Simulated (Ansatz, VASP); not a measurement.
One calculation of In, two programs

```
CELL_PARAMETERS angstrom
3.29041 0.00000 0.00000
-1.64520 2.84957 0.00000
0.00000 0.00000 5.43469
ATOMIC_POSITIONS crystal
In 0.66667 0.33333 0.75000
In 0.33333 0.66667 0.25000
```

This isn't the form of In at room conditions, which is tetragonal.

Alike in both runs: task single point; functional LDA; k mesh 9 × 9 × 5; occupations fermi-dirac, width 0.05 eV; no spin polarisation.

|  | VASP | Ansatz |
| --- | --- | --- |
| version | VASP 6.6.1 | Ansatz 0.2.0 |
| potentials or method | VASP PAW LDA potentials, release 64 (In_d) | Ansatz PAW |
| plane-wave cutoff (eV) | 520 | 420 |
| valence electrons in the cell | 26 | 26 |

VASP gave:

```
gap on the k mesh at the Fermi level (eV)       : none
pressure (GPa)                                  : -1.4
largest component of the traceless stress (GPa) : 0.30
```

Task: Estimate Ansatz's values.

Result: gap on the k mesh at the Fermi level (eV): none; pressure (GPa): -1.4; largest component of the traceless stress (GPa): 0.25.

A gap of «none» marks a metal or a gap that the smearing closes.

Caveats: the PAW data sets come from PBE, with cores solved anew for the run's functional, which leaves a small shift of forces and pressure (Ansatz).
